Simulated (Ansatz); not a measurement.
# WS$_{2}$ (P-3m1), a vibration from a frozen displacement

Computed with Ansatz, DFT PBEsol, scalar-relativistic, plane waves, PAW. Settings: plane waves to 420 eV, k-mesh 12×12×2 (Γ-centred), Gaussian smearing 0.05 eV. Spin–orbit coupling is left out, which matters for the heavy elements here. No spin polarisation. Energies are free energies at this smearing, counted from the undisturbed cell; pressure is positive in compression.

The undisturbed cell (relaxed at this level; this form isn't the usual structure):

```xyz
6
Lattice="3.1459 0.0000 0.0000 -1.5729 2.7244 0.0000 0.0000 0.0000 23.5675" Properties=species:S:1:pos:R:3 pbc="T T T"
W     0.0000    1.8163   14.9553
W     1.5729    0.9081    8.6121
S     0.0000    1.8163    7.0454
S     1.5729    0.9081   13.3875
S     0.0000    1.8163   10.1800
S     1.5729    0.9081   16.5220
```

The cell holds layers and no dispersion correction was added, so their binding is poorly described.

Every S atom is moved by x along the Cartesian unit vector (0.000, 0.000, 1.000); the cell and all other atoms stay fixed. The cell's volume is 201.99 Å³; the moved atoms weigh 128.240 u together and the others 367.680 u. Some rows repeat others by symmetry and weren't run.

```
  x (Å)  ΔE (meV/cell) total force on the moved atoms along the move (eV/Å) pressure (GPa)
-0.1000         332.22                                                6.6225          0.5371
-0.0875         254.55                                                5.8038          0.4106
-0.0750         187.14                                                4.9815          0.3013
-0.0625         130.03                                                4.1558          0.2086
-0.0500          83.25                                                3.3277          0.1326
-0.0375          46.85                                                2.4975          0.0738
-0.0250          20.83                                                1.6658          0.0316
-0.0125           5.21                                                0.8331          0.0061
 0.0000           0.00                                                0.0000         -0.0024
 0.0125           5.21                                               -0.8331          0.0061
 0.0250          20.83                                               -1.6658          0.0316
 0.0375          46.85                                               -2.4975          0.0738
 0.0500          83.25                                               -3.3277          0.1326
 0.0625         130.03                                               -4.1558          0.2086
 0.0750         187.14                                               -4.9815          0.3013
 0.0875         254.55                                               -5.8038          0.4106
 0.1000         332.22                                               -6.6225          0.5371
```

What frequency belongs to this motion?

The force constant is k = −dF/dx = 66.648 eV/Å², from the parabola through x = -0.0125, 0 and 0.0125. In every cell the moved atoms swing against the rest, so the mass is μ = m₁m₂/(m₁ + m₂) = 95.078 u, and ν̃ = 521.5 cm⁻¹ × √(|k|/μ) = 437 cm⁻¹. To first order in x, and within 1 %, the force on every atom lies along the move and, within each of the two groups, in proportion to the atom's mass, so this is itself a mode at the zone centre of this cell, taken without macroscopic field (the transverse frequency in a polar insulator).

How far does the harmonic law reach?

At x = -0.100 Å, kx²/2 = 333.24 meV against the computed 332.22 meV (-0.3 %): the well is still close to harmonic there.

The pressure changes with x². What does that say about the frequency under compression?

With E = k(V)x²/2, k ∝ V^(−2γ) and x scaling with the cell as V^(1/3), P − P0 = −∂E/∂V = (2γ − 2/3) ΔE/V. At x = 0.0250 Å, V(P − P0) = 201.99 × 0.03394 / 160.2 eV = 42.79 meV and ΔE = 20.83 meV, so γ = 1/3 + V(P − P0)/(2ΔE) = 1.36. This is the Grüneisen parameter of the motion under uniform scaling of the cell: shrinking the cell evenly by 1 % in volume raises the frequency by about 1.36 %.

Cost: 9 runs of about 2.4 core-minutes in all, on Intel Xeon Platinum 8488C (Sapphire Rapids) (shared hosts).